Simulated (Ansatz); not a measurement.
# Fe (Im-3m) in Ansatz: settings compared

Aim: see how the results for Fe move with the level of theory and the settings. Levels: r2SCAN, PBEsol, PBE, LDA. Tasks: band structure, elastic constants.

Everything below comes from runs of Ansatz 0.2.0. Logs are shortened: lines on timing, memory, paths and dates and some standing lists are left out, and cuts for length are marked.

### Step 1. The structure

Symmetry: Im-3m, No. 229, cubic system. The conventional cell has a = 2.886 Å, b = 2.886 Å, c = 2.886 Å, α = 90.00°, β = 90.00°, γ = 90.00°. Around Fe (site symmetry m-3m) lie 8 Fe at 2.50 Å.

### Step 2. Band structure, r2SCAN, collinear spin, ferromagnetic start

Input file input.yaml:

```yaml
crystal:
  lattice:
    - [-1.443, 1.443, 1.443]
    - [1.443, -1.443, 1.443]
    - [1.443, 1.443, -1.443]
  atoms:
    - { symbol: Fe, position: [0.0, 0.0, 0.0], spin: 3.0 }
hamiltonian:
  xc: r2scan
  pseudopotentials: { kind: paw }
magnetization:
  spin_polarized: true
kpoints:
  mp_grid: { grid: [13, 13, 13] }
  band_path:
    path:
      - [[0.0, 0.0, 0.0], [0.5, -0.5, 0.5], [0.0, 0.0, 0.5], [0.0, 0.0, 0.0], [0.25, 0.25, 0.25], [0.5, -0.5, 0.5]]
      - [[0.25, 0.25, 0.25], [0.0, 0.0, 0.5]]
    npoints: 14
scf:
  occupations: { method: fermi_dirac, width: 0.05 }
  n_extra_bands: 6
output:
  forces: true
  stress: true
  eigenvalues: true
  fatbands: false
```

Potentials or basis: Ansatz PAW.

On the command line:

```console
$ ansatz run input.yaml --threads 2 --pin off --max-ram 5632MiB --backend cpu --events-out ev --progress --plain --runs-dir out
```

Output:

```text
Warning: RAYON_NUM_THREADS=2 ignored (pool sized by the plan → 2); use --threads N
scf.n_extra_bands = 6 over 8 filled bands (N_el = 16.0): the run solves 14 bands
Engine: ansatz 0.2.0, x86_64-unknown-linux-gnu
Pseudopotentials: kind: paw
Pseudopotential: Fe, paw, valence charge 16, recommended cutoff 500 eV (meta_gga), Fe.paw.azcp
Functional definition: r2SCAN
  parameter k0 = 0.174
  parameter k1 = 0.065
  parameter a1 = 4.9479
  exchange = r2scan_x(k0 = k0, k1 = k1, a1 = a1)
  correlation = r2scan_c
Crystal: 1 atoms, lattice volume = 12.019 Å³
Basis set: ecut = 500 eV, 321 PW (Γ), exchange–correlation on 80×80×80 points (64 copies of the dense FFT grid, shifted against one another)
Bands: 14, of which v1, the nominal top of the filled ones, is band 8 counted from 1 (7 counted from 0)
Symmetry: 48 space group operations
Space group: Im-3m (ITA 229), of the structure as read, at distance tolerance 2.3e-5 Å
Magnetic group: BNS 229.140 (UNI 1642), of the structure as read, at distance tolerance 2.3e-5 Å
k-points: 84 of 2197
Non-local potential: Fe, projectors of the file, l = 0: 3, l = 1: 2, l = 2: 3, l = 3: 1
PAW form: soft (Blöchl's): semilocal exchange-correlation on the pseudo side does not see the compensation charge
PAW frozen core: Fe, regenerated for the run's functional (the file was generated under x = pbe(κ = 0.804, μ = 0.2195149727645171), c = pbe(β = 0.06672455060314922))
PAW one-centre angular grid: Fe, 590 points (default); XC on 160 Gauss nodes
Initial density: superposition of atomic densities (chi_scale 0.1, normalization cell)
Starting moments: Σ|m| = 3 μB on 1 of 1 site
Initial wavefunctions: pseudopotential atomic-orbital guess
Functional: x = r2scan, c = r2scan; τ floored in thin density (d = 2e-4 eV/Å³)
SCF iter   1: F=—  HF=-4485.614008 eV  |F-HF|=—  |Δ(HF+E_count)|=         —  Δρ=8.41e-2 (↑2.76e-2 ↓8.41e-2)  dr2=9.69e-1  dr2_τ=4.74e-3  dr2_m=1.11e-1  M=2.782 μB ∫|m|=2.877 μB  β_m=1.00  ethr=3.10e-3  ⟨swp⟩=4.5  Hψ=11468  notcnv=0
Mixer restart at iter 1: flushing history
preconditioner: auto → none  [metal: Δε(μ)=0.025 eV  Ē_g=15.039 eV  σ=0.050 eV  W_gap=0.13  n_scr=0 (ndim 8)  ℏωp=30.3 eV  f_vac=0.000  D(μ)=0.88/eV (n_scr^D=12)]
SCF iter   2: F=—  HF=-4485.421272 eV  |F-HF|=—  |Δ(HF+E_count)|=   1.93e-1  Δρ=2.67e-2 (↑2.67e-2 ↓1.36e-2)  dr2=1.83e-2  dr2_τ=2.77e-3  dr2_m=3.63e-2  M=2.723 μB ∫|m|=2.970 μB  β_m=1.00  ethr=3.10e-3  ⟨swp⟩=3.0  Hψ=5579  notcnv=0  defer=182  κ⁻¹=1.0e0(r=1)
SCF iter   3: F=—  HF=-4485.590385 eV  |F-HF|=—  |Δ(HF+E_count)|=         —  Δρ=9.05e-3 (↑9.05e-3 ↓6.55e-3)  dr2=6.28e-3  dr2_τ=3.01e-4  dr2_m=1.80e-3  M=2.699 μB ∫|m|=2.995 μB  β_m=1.00  ethr=1.14e-4  ⟨swp⟩=2.7  Hψ=4883  notcnv=0  defer=182
Mixer restart at iter 3: flushing history
SCF iter   4: F=—  HF=-4485.716187 eV  |F-HF|=—  |Δ(HF+E_count)|=   1.26e-1  Δρ=5.50e-3 (↑5.19e-3 ↓5.50e-3)  dr2=4.44e-3  dr2_τ=2.03e-4  dr2_m=7.49e-5  M=2.684 μB ∫|m|=3.001 μB  β_m=1.00  ethr=3.92e-5  ⟨swp⟩=2.4  Hψ=4523  notcnv=0  defer=182  κ⁻¹=1.0e0(r=1)
SCF iter   5: F=—  HF=-4485.820872 eV  |F-HF|=—  |Δ(HF+E_count)|=   1.05e-1  Δρ=3.82e-3 (↑3.62e-3 ↓3.82e-3)  dr2=2.80e-3  dr2_τ=9.65e-5  dr2_m=1.54e-5  M=2.676 μB ∫|m|=3.004 μB  β_m=1.00  ethr=2.78e-5  ⟨swp⟩=2.3  Hψ=4672  notcnv=0  defer=182  κ⁻¹=1.2e-1(r=2)
SCF iter   6: F=—  HF=-4485.894163 eV  |F-HF|=—  |Δ(HF+E_count)|=   7.33e-2  Δρ=2.36e-3 (↑1.53e-3 ↓2.36e-3)  dr2=9.59e-4  dr2_τ=1.17e-5  dr2_m=1.22e-4  M=2.658 μB ∫|m|=2.999 μB  β_m=1.00  ethr=1.75e-5  ⟨swp⟩=2.6  Hψ=4800  notcnv=0  defer=180  κ⁻¹=3.9e-2(r=3)
SCF iter   7: F=—  HF=-4485.897010 eV  |F-HF|=—  |Δ(HF+E_count)|=   2.85e-3  Δρ=8.96e-4 (↑8.96e-4 ↓8.82e-4)  dr2=8.34e-5  dr2_τ=4.11e-6  dr2_m=5.54e-5  M=2.653 μB ∫|m|=2.996 μB  β_m=1.00  ethr=5.99e-6  ⟨swp⟩=2.4  Hψ=4725  notcnv=0  defer=178  κ⁻¹=3.7e-2(r=4)
SCF iter   8: F=—  HF=-4485.897381 eV  |F-HF|=—  |Δ(HF+E_count)|=   3.72e-4  Δρ=3.76e-4 (↑3.35e-4 ↓3.76e-4)  dr2=5.32e-7  dr2_τ=4.33e-7  dr2_m=1.32e-5  M=2.653 μB ∫|m|=2.997 μB  β_m=1.00  ethr=5.21e-7  ⟨swp⟩=2.0  Hψ=4025  notcnv=0  defer=178  κ⁻¹=1.2e-3(r=5)
SCF iter   9: F=—  HF=-4485.897418 eV  |F-HF|=—  |Δ(HF+E_count)|=   3.70e-5  Δρ=6.53e-5 (↑5.71e-5 ↓6.53e-5)  dr2=3.65e-7  dr2_τ=2.39e-8  dr2_m=4.94e-8  M=2.653 μB ∫|m|=2.997 μB  β_m=1.00  ethr=3.33e-9  ⟨swp⟩=2.5  Hψ=3823  notcnv=0  defer=178  κ⁻¹=4.4e-5(r=6)
SCF iter  10: F=—  HF=-4485.897418 eV  |F-HF|=—  |Δ(HF+E_count)|=   7.90e-7  Δρ=8.05e-5 (↑5.95e-5 ↓8.05e-5)  dr2=3.04e-7  dr2_τ=1.08e-8  dr2_m=3.06e-7  M=2.653 μB ∫|m|=2.996 μB  β_m=1.00  ethr=2.28e-9  ⟨swp⟩=2.1  Hψ=3534  notcnv=0  defer=178  κ⁻¹=2.5e-5(r=7)
SCF iter  11: F=—  HF=-4485.897428 eV  |F-HF|=—  |Δ(HF+E_count)|=   1.03e-5  Δρ=1.67e-5 (↑1.46e-5 ↓1.67e-5)  dr2=4.49e-8  dr2_τ=1.42e-9  dr2_m=1.83e-9  M=2.652 μB ∫|m|=2.996 μB  β_m=1.00  ethr=1.90e-9  ⟨swp⟩=2.0  Hψ=3652  notcnv=0  defer=178  κ⁻¹=3.1e-6(r=8)
SCF iter  12: F=—  HF=-4485.897429 eV  |F-HF|=—  |Δ(HF+E_count)|=   5.67e-7  Δρ=4.73e-6 (↑4.73e-6 ↓3.09e-6)  dr2=3.55e-9  dr2_τ=2.92e-11  dr2_m=1.98e-10  M=2.652 μB ∫|m|=2.996 μB  β_m=1.00  ethr=2.80e-10  ⟨swp⟩=2.0  Hψ=3682  notcnv=0  defer=178  κ⁻¹=1.1e-6(r=8)
SCF iter  13: F=-4485.897429 eV  HF=-4485.897429 eV  |F-HF|=1.08e-8  |Δ(HF+E_count)|=   5.52e-8  Δρ=9.34e-6 (↑5.78e-6 ↓9.34e-6)  dr2=1.80e-8  dr2_τ=5.67e-11  dr2_m=6.39e-10  M=2.652 μB ∫|m|=2.996 μB  ethr=2.22e-11  ⟨swp⟩=4.6  Hψ=8670  notcnv=0
SCF 1 converged in 13 iterations: F = -4485.897429 eV  dr2 = 1.80e-8
this state was not tested for a lower state beside it, because the mixer in use, unlike msr1, does not test its closes by its own steps (another_mixer; see scf.mixing.algorithm and scf.lower_state_search)
NSCF: frozen V_eff on 86 k-points
SCF converged after 13 iterations
Magnetization: 2.6524 μB (9.3262 up, 6.6738 down)
Absolute magnetization: 2.9970 μB (∫|ρ↑−ρ↓|, with the PAW one-centre terms)
Spin contamination: 0.1304 ħ² per cell (⟨S²⟩ above its minimum at these occupations)
Per-site moments (μB) at R_I (Å): [(2.816115738269748, 1.0309815925702797)]
Free energy (F): -4485.897429 eV
Harris-Foulkes:  -4485.897429 eV  (|F-HF|=1.08e-8)
Internal energy: -4485.892239 eV  (E = F + TS)
E sigma→0 (E₀):  -4485.894834 eV
Entropy (-TS):   -0.005189 eV (-5.189 meV/atom)
Fermi energy:    17.324500 eV
--- Per-component energies (eV) ---
  E_band       = -251.752802
  E_kinetic    = 347.973799
  E_local      = -2135.751535  (includes V_loc(G=0)·N_el)
  E_nonlocal   = 223.498329
  E_hartree    = 894.921734
  E_xc         = -112.644046
  E_vxc        = -167.213502  (∫ρ·V_xc dr)
  E_paw        = -1379.391342  (= ΣΔE_a)
  E_vpaw       = -322.133084  (= ΣTr[D̂ρ^β])
  E_aug_tail   = 0.000258  (compensation charges beyond the density's cutoff)
  E_vtau       = 12.037600  (kinetic-family band-sum trace: ∫τ·v_τ [+ j·A + Jᵃ·Aᵃ] dr)
  E_ewald      = -2324.209962
  E_core_change = -0.289475  (= ΣΔE_core)
  E_smearing   = -0.005189  (= −TS)
  E_closure    = -0.000000  (closes the sum)
  Σ components = -4485.897429   (vs F -4485.897429, Δ=0.00e0)
--- Forces (eV/Å), atoms counted from 1 ---
  atom   1  Fe    -0.00000000     0.00000000     0.00000000
  max |Σ_I F_I| component: 1.27e-31 eV/Å
--- Stress (GPa, compression-positive) ---
       -4.023711       0.000000       0.000000
        0.000000      -4.023711       0.000000
        0.000000      -0.000000      -4.023711
  P = ⅓ Tr σ = -4.0237 GPa (-40.237 kbar)
--- Band table (eV; the first three rows and the last of 168) ---
  k-point 0 ↑: bands = ["-74.8585", "-39.3446", "-39.3446", "-39.3446", "8.8274", "14.2559", "14.2559", "14.2559", "15.4080", "15.4080", "42.0176", "42.0176", "42.0176", "47.2356"]
  k-point 1 ↑: bands = ["-74.8551", "-39.3642", "-39.3512", "-39.3445", "9.0697", "14.1972", "14.2539", "14.3773", "15.3515", "15.4125", "40.5061", "41.6626", "41.8306", "46.2712"]
  k-point 2 ↑: bands = ["-74.8454", "-39.4183", "-39.3695", "-39.3444", "9.7643", "14.0372", "14.2271", "14.7238", "15.2511", "15.4278", "37.3098", "40.4120", "41.4244", "43.7721"]
  k-point 83 ↓: bands = ["-70.4019", "-35.3060", "-35.3017", "-35.3017", "14.7557", "14.7993", "20.2395", "20.2395", "20.3548", "26.6026", "27.5827", "27.5827", "33.9182", "34.4115"]
```

It took 5.6 s on 2 threads of Intel Xeon at 2.70GHz, shared host; peak memory 0.35 GiB.

Results:

* Free energy: -4485.8974 eV
* Pressure: -4.0 GPa
* Band gap on the k mesh: none (metal or under the smearing width)
* Net moment: 2.65 μB per cell
* Absolute moment: 3.00 μB per cell
* Site moments: Fe +2.82 μB

Levels at the corners of the path, in eV from the Fermi level:
Spin up:
| point | band 6 | band 7 | band 8 | band 9 | band 10 | band 11 | band 12 | band 13 |
| --- | --- | --- | --- | --- | --- | --- | --- | --- |
| Γ | -3.07 | -3.07 | -3.07 | -1.92 | -1.92 | 24.69 | 24.69 | 24.69 |
| H | -5.26 | -0.84 | -0.84 | -0.84 | 9.66 | 9.66 | 9.66 | 15.27 |
| N | -4.03 | -1.87 | -1.76 | -0.60 | 0.48 | 6.63 | 18.21 | 19.66 |
| Γ | -3.07 | -3.07 | -3.07 | -1.92 | -1.92 | 24.69 | 24.69 | 24.69 |
| P | -3.79 | -3.79 | -1.73 | -1.73 | 8.23 | 8.23 | 8.23 | 10.16 |
| H | -5.26 | -0.84 | -0.84 | -0.84 | 9.66 | 9.66 | 9.66 | 15.27 |
| P | -3.79 | -3.79 | -1.73 | -1.73 | 8.23 | 8.23 | 8.23 | 10.16 |
| N | -4.03 | -1.87 | -1.76 | -0.60 | 0.48 | 6.63 | 18.21 | 19.66 |
Spin down:
| point | band 3 | band 4 | band 5 | band 6 | band 7 | band 8 | band 9 | band 10 | band 11 | band 12 |
| --- | --- | --- | --- | --- | --- | --- | --- | --- | --- | --- |
| Γ | -52.33 | -52.33 | -9.18 | 0.36 | 0.36 | 0.36 | 2.58 | 2.58 | 24.40 | 24.40 |
| H | -52.63 | -52.63 | -2.59 | -2.59 | 3.07 | 3.07 | 3.07 | 9.97 | 9.97 | 9.97 |
| N | -52.47 | -52.34 | -3.49 | -1.03 | -0.16 | 2.40 | 2.87 | 3.37 | 8.95 | 18.14 |
| Γ | -52.33 | -52.33 | -9.18 | 0.36 | 0.36 | 0.36 | 2.58 | 2.58 | 24.40 | 24.40 |
| P | -52.54 | -52.54 | -1.59 | -1.59 | -1.59 | 2.92 | 2.92 | 9.46 | 9.46 | 9.46 |
| H | -52.63 | -52.63 | -2.59 | -2.59 | 3.07 | 3.07 | 3.07 | 9.97 | 9.97 | 9.97 |
| P | -52.54 | -52.54 | -1.59 | -1.59 | -1.59 | 2.92 | 2.92 | 9.46 | 9.46 | 9.46 |
| N | -52.47 | -52.34 | -3.49 | -1.03 | -0.16 | 2.40 | 2.87 | 3.37 | 8.95 | 18.14 |

Caveat: the magnetic or orbital state may not be the lowest; the PAW data sets come from PBE, with cores solved anew for the run's functional, which leaves a small shift of forces and pressure.

### Step 3. Band structure, PBEsol, collinear spin, ferromagnetic start

Changes to input.yaml since step 2:

```diff
@@ -8,3 +8,3 @@
 hamiltonian:
-  xc: r2scan
+  xc: pbesol
   pseudopotentials: { kind: paw }
```

Potentials or basis: Ansatz PAW.

On the command line:

```console
$ ansatz run input.yaml --threads 2 --pin off --max-ram 5632MiB --backend cpu --events-out ev --progress --plain --runs-dir out
```

Run time: 4.6 s. Hardware: 2 threads of Intel Xeon at 2.70GHz, shared host; peak memory 0.31 GiB.

Results (log left out):

* Free energy: -4448.7724 eV
* Pressure: -17.9 GPa
* Band gap on the k mesh: none (metal or under the smearing width)
* Net moment: 2.26 μB per cell
* Absolute moment: 2.38 μB per cell
* Site moments: Fe +2.31 μB

Levels at the corners of the path, in eV from the Fermi level:
Spin up:
| point | band 7 | band 8 | band 9 | band 10 | band 11 | band 12 |
| --- | --- | --- | --- | --- | --- | --- |
| Γ | -2.20 | -2.20 | -1.03 | -1.03 | 23.81 | 23.81 |
| H | 0.06 | 0.06 | 0.06 | 9.38 | 9.38 | 9.38 |
| N | -0.99 | -0.86 | 0.31 | 0.41 | 6.81 | 17.54 |
| Γ | -2.20 | -2.20 | -1.03 | -1.03 | 23.81 | 23.81 |
| P | -3.08 | -0.83 | -0.83 | 8.19 | 8.19 | 8.19 |
| H | 0.06 | 0.06 | 0.06 | 9.38 | 9.38 | 9.38 |
| P | -3.08 | -0.83 | -0.83 | 8.19 | 8.19 | 8.19 |
| N | -0.99 | -0.86 | 0.31 | 0.41 | 6.81 | 17.54 |
Spin down:
```csv
point,band 4,band 5,band 6,band 7,band 8,band 9,band 10,band 11
Γ,-51.04,-8.03,-0.19,-0.19,-0.19,1.69,1.69,23.71
H,-51.31,-2.71,-2.71,2.36,2.36,2.36,9.71,9.71
N,-51.04,-3.35,-1.40,0.58,1.56,1.92,2.65,8.26
Γ,-51.04,-8.03,-0.19,-0.19,-0.19,1.69,1.69,23.71
P,-51.22,-1.60,-1.60,-1.60,1.97,1.97,9.17,9.17
H,-51.31,-2.71,-2.71,2.36,2.36,2.36,9.71,9.71
P,-51.22,-1.60,-1.60,-1.60,1.97,1.97,9.17,9.17
N,-51.04,-3.35,-1.40,0.58,1.56,1.92,2.65,8.26
```

Caveat: so large a pressure means that the cell lies far from this level's equilibrium, or that cutoff or potentials fall short; the PAW data sets come from PBE, with cores solved anew for the run's functional, which leaves a small shift of forces and pressure.

### Step 4. Band structure, PBE, collinear spin, ferromagnetic start

Changes to input.yaml since step 3:

```diff
@@ -8,3 +8,3 @@
 hamiltonian:
-  xc: pbesol
+  xc: pbe
   pseudopotentials: { kind: paw }
```

Potentials or basis: Ansatz PAW.

On the command line:

```console
$ ansatz run input.yaml --threads 2 --pin off --max-ram 5632MiB --backend cpu --events-out ev --progress --plain --runs-dir out
```

Output:

```text
Warning: RAYON_NUM_THREADS=2 ignored (pool sized by the plan → 2); use --threads N
scf.n_extra_bands = 6 over 8 filled bands (N_el = 16.0): the run solves 14 bands
[... 2 set-up lines as earlier in the session ...]
Pseudopotential: Fe, paw, valence charge 16, recommended cutoff 420 eV (normal), Fe.paw.azcp
Functional definition: PBE
  parameter kappa = 0.804
  parameter beta = 0.06672455060314922
  exchange = pbe_x(kappa = kappa, mu = beta*pi^2/3)
  correlation = pbe_c(beta = beta)
Crystal: 1 atoms, lattice volume = 12.019 Å³
Basis set: ecut = 420 eV, 225 PW (Γ), exchange–correlation on 36×36×36 points (8 copies of the dense FFT grid, shifted against one another)
Bands: 14, of which v1, the nominal top of the filled ones, is band 8 counted from 1 (7 counted from 0)
[... 2 set-up lines as earlier in the session ...]
Magnetic group: BNS 229.140 (UNI 1642), of the structure as read, at distance tolerance 2.3e-5 Å
k-points: 84 of 2197
[... 37 lines left out ...]
  E_nonlocal   = 219.163372
  E_hartree    = 892.773821
  E_xc         = -117.291761
  E_vxc        = -150.991359  (∫ρ·V_xc dr)
  E_paw        = -1366.568782  (= ΣΔE_a)
  E_vpaw       = -299.274767  (= ΣTr[D̂ρ^β])
  E_aug_tail   = 0.000890  (compensation charges beyond the density's cutoff)
  E_ewald      = -2324.209962
  E_smearing   = -0.010004  (= −TS)
  E_closure    = 0.000000  (closes the sum)
  Σ components = -4480.463640   (vs F -4480.463640, Δ=0.00e0)
--- Forces (eV/Å), atoms counted from 1 ---
  atom   1  Fe    -0.00000000     0.00000000    -0.00000000
  max |Σ_I F_I| component: 7.60e-32 eV/Å
--- Stress (GPa, compression-positive) ---
       -9.547214      -0.000000      -0.000000
       -0.000000      -9.547214      -0.000000
        0.000000       0.000000      -9.547214
  P = ⅓ Tr σ = -9.5472 GPa (-95.472 kbar)
--- Band table (eV; the first three rows and the last of 168) ---
  k-point 0 ↑: bands = ["-70.7485", "-36.5848", "-36.5848", "-36.5848", "9.0894", "15.0816", "15.0816", "15.0816", "16.1919", "16.1919", "41.1681", "41.1681", "41.1681", "46.2514"]
  k-point 1 ↑: bands = ["-70.7449", "-36.6046", "-36.5914", "-36.5847", "9.3245", "15.0204", "15.0759", "15.2032", "16.1332", "16.1968", "39.7528", "40.8331", "41.0187", "45.3384"]
  k-point 2 ↑: bands = ["-70.7350", "-36.6592", "-36.6098", "-36.5846", "10.0019", "14.8537", "15.0274", "15.5506", "16.0332", "16.2134", "36.7327", "39.6358", "40.6886", "43.0989"]
  k-point 83 ↓: bands = ["-67.9103", "-34.1805", "-34.1768", "-34.1768", "14.6331", "14.6551", "19.4632", "19.4632", "19.5550", "26.2884", "27.2334", "27.2334", "33.3975", "33.8550"]
```

bands.tsv:

```text
# k_distance	band_0_up	band_1_up	band_2_up	band_3_up	band_4_up	band_5_up	band_6_up	band_7_up	band_8_up	band_9_up	band_10_up	band_11_up	band_12_up	band_13_up	band_0_dn	band_1_dn	band_2_dn	band_3_dn	band_4_dn	band_5_dn	band_6_dn	band_7_dn	band_8_dn	band_9_dn	band_10_dn	band_11_dn	band_12_dn	band_13_dn
# fermi_ev = 17.262241
[... 99 lines left out ...]
10.037748	-87.948380	-54.185031	-53.962889	-53.847362	-4.627118	-3.182179	-1.006614	-0.899425	-0.009506	0.839706	6.853792	17.449295	18.991554	22.748338	-85.220960	-51.548401	-51.297901	-51.170542	-3.330740	-1.416202	0.491552	1.610934	1.995978	2.698949	8.262854	17.492031	19.554146	23.225742
10.115502	-87.948429	-54.186144	-53.962256	-53.846340	-4.644357	-3.179790	-1.008813	-0.899835	0.315158	0.491935	6.849945	17.621688	19.195185	22.550425	-85.221015	-51.549650	-51.297171	-51.169402	-3.349438	-1.411248	0.552238	1.606409	1.995420	2.615394	8.262690	17.629904	19.752177	23.061214
```

Run time: 3.6 s. Hardware: 2 threads of Intel Xeon at 2.70GHz, shared host; peak memory 0.31 GiB.

What came out:

| Quantity | Value |
| --- | --- |
| Free energy | -4480.4636 eV |
| Pressure | -9.5 GPa |
| Band gap on the k mesh | none (metal or under the smearing width) |
| Net moment | 2.25 μB per cell |
| Absolute moment | 2.39 μB per cell |
| Site moments | Fe +2.31 μB |

Levels at the corners of the path, in eV from the Fermi level:
Spin up:
| point | band 7 | band 8 | band 9 | band 10 | band 11 | band 12 |
| --- | --- | --- | --- | --- | --- | --- |
| Γ | -2.18 | -2.18 | -1.07 | -1.07 | 23.91 | 23.91 |
| H | 0.06 | 0.06 | 0.06 | 9.46 | 9.46 | 9.46 |
| N | -1.01 | -0.90 | 0.32 | 0.49 | 6.85 | 17.62 |
| Γ | -2.18 | -2.18 | -1.07 | -1.07 | 23.91 | 23.91 |
| P | -3.05 | -0.87 | -0.87 | 8.25 | 8.25 | 8.25 |
| H | 0.06 | 0.06 | 0.06 | 9.46 | 9.46 | 9.46 |
| P | -3.05 | -0.87 | -0.87 | 8.25 | 8.25 | 8.25 |
| N | -1.01 | -0.90 | 0.32 | 0.49 | 6.85 | 17.62 |
Spin down:
| point | band 5 | band 6 | band 7 | band 8 | band 9 | band 10 |
| --- | --- | --- | --- | --- | --- | --- |
| Γ | -8.04 | -0.20 | -0.20 | -0.20 | 1.76 | 1.76 |
| H | -2.67 | -2.67 | 2.33 | 2.33 | 2.33 | 9.71 |
| N | -3.35 | -1.41 | 0.55 | 1.61 | 2.00 | 2.62 |
| Γ | -8.04 | -0.20 | -0.20 | -0.20 | 1.76 | 1.76 |
| P | -1.62 | -1.62 | -1.62 | 2.04 | 2.04 | 9.13 |
| H | -2.67 | -2.67 | 2.33 | 2.33 | 2.33 | 9.71 |
| P | -1.62 | -1.62 | -1.62 | 2.04 | 2.04 | 9.13 |
| N | -3.35 | -1.41 | 0.55 | 1.61 | 2.00 | 2.62 |

(Part 1 of 2 ends here.)
